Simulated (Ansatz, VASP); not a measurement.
**ZrB2: VASP beside Ansatz**

INCAR

```
SYSTEM = ZrB2
PREC     = Accurate       ! precision mode
ENCUT    = 520            ! plane-wave cutoff, eV
EDIFF    = 1E-7           ! SCF threshold, eV
ISMEAR   = -1             ! smearing method
SIGMA    = 0.05           ! smearing width, eV
LREAL    = .False.        ! projectors in reciprocal space
LASPH    = .True.         ! aspherical terms in the spheres
NELM     = 60             ! most SCF steps
ALGO     = Normal         ! electronic algorithm
ISIF     = 2              ! what is computed and relaxed
LWAVE    = .False.        ! write WAVECAR
LCHARG   = .False.        ! write CHGCAR
GGA      = CA             ! functional
NBANDS   = 16             ! bands
```

The input KPOINTS:

```
Automatic mesh
0
Gamma
  12 12 9
  0 0 0
```

The input POSCAR:

```
ZrB2
1.0
    3.1649998255      0.0000000000      0.0000000000
   -1.5824999128      2.7409702519      0.0000000000
    0.0000000000      0.0000000000      3.4848000000
Zr B
1 2
Direct
    0.0000000000      0.0000000000      0.0000000000
    0.3333333333      0.6666666667      0.5000000000
    0.6666666667      0.3333333333      0.5000000000
```

Input for Ansatz:

```yaml
crystal:
  lattice:
    - [3.1649998255, 0.0, 0.0]
    - [-1.5824999128, 2.7409702519, 0.0]
    - [0.0, 0.0, 3.4848]
  atoms:
    - { symbol: Zr, position: [0.0, 0.0, 0.0] }
    - { symbol: B, position: [0.3333333333, 0.6666666667, 0.5] }
    - { symbol: B, position: [0.6666666667, 0.3333333333, 0.5] }
kpoints:
  mp_grid: { grid: [12, 12, 9] }
  band_path:
    path:
      - [0.0, 0.0, 0.0]
      - [0.5, 0.0, 0.0]
      - [0.3333333333, 0.3333333333, 0.0]
      - [0.0, 0.0, 0.0]
      - [0.0, 0.0, 0.5]
      - [0.5, 0.0, 0.5]
      - [0.3333333333, 0.3333333333, 0.5]
      - [0.0, 0.0, 0.5]
      - [0.5, 0.0, 0.5]
    npoints: 5
scf:
  occupations: { method: fermi_dirac, width: 0.05 }
hamiltonian:
  xc: lda
  pseudopotentials: { kind: all_electron, lapw: { basis_error: 0.001 } }
output:
  forces: true
  stress: true
  eigenvalues: true
```

Change from the starting cell: zz strain of -1 %.

Alike in both runs: task single point; functional LDA; k mesh 12 × 12 × 9; occupations fermi-dirac, width 0.05 eV; no spin polarisation.

```csv
,VASP,Ansatz
version,VASP 6.6.1,Ansatz 0.2.0
potentials or method,"VASP PAW LDA potentials, release 64 (Zr_sv, B)","all-electron LAPW, scalar-relativistic"
plane-wave cutoff (eV),520,see its input
```

```tsv
	VASP	Ansatz	Ansatz less VASP
pressure (GPa)	-4.5	-5.0	-0.47
largest component of the traceless stress (GPa)	3.10	3.10	0.000
```

Ansatz ran all-electron here, so the differences hold the error of VASP's frozen core and of both bases.
